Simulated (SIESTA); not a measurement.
Crystal: Pd.

```xyz
1
Lattice="0.0000 1.9465 1.9465 1.9465 0.0000 1.9465 1.9465 1.9465 0.0000" Properties=species:S:1:pos:R:3 pbc="T T T"
Pd    0.0000    0.0000    0.0000
```

Base run:

- Program: SIESTA 5.4.2
- Functional: PBE
- Potentials or basis: PseudoDojo 0.4 standard (PBE files)
- Basis: DZ (energy shift 0.003 Ry; two zetas on semicore shells)
- Grid cutoff: 800 Ry
- Energy shift: 0.003 Ry
- k mesh: 12 × 12 × 12
- Occupations: fermi-dirac, width 0.05 eV
- Spin: no spin polarisation

Its results: band gap on the k mesh none (metal or under the smearing width); pressure 5.3 GPa.

Problem. The run is repeated on the same cell with these changes: basis from DZ (energy shift 0.003 Ry; two zetas on semicore shells) to TZDP (energy shift 0.003 Ry; two zetas on semicore shells). What comes out?

Solution. Band gap on the k mesh none (metal or under the smearing width); pressure 8.2 GPa.

Caveats: the basis of atomic orbitals isn't converged, which shifts pressures, moduli and gaps; the basis has no polarisation orbitals (some runs).
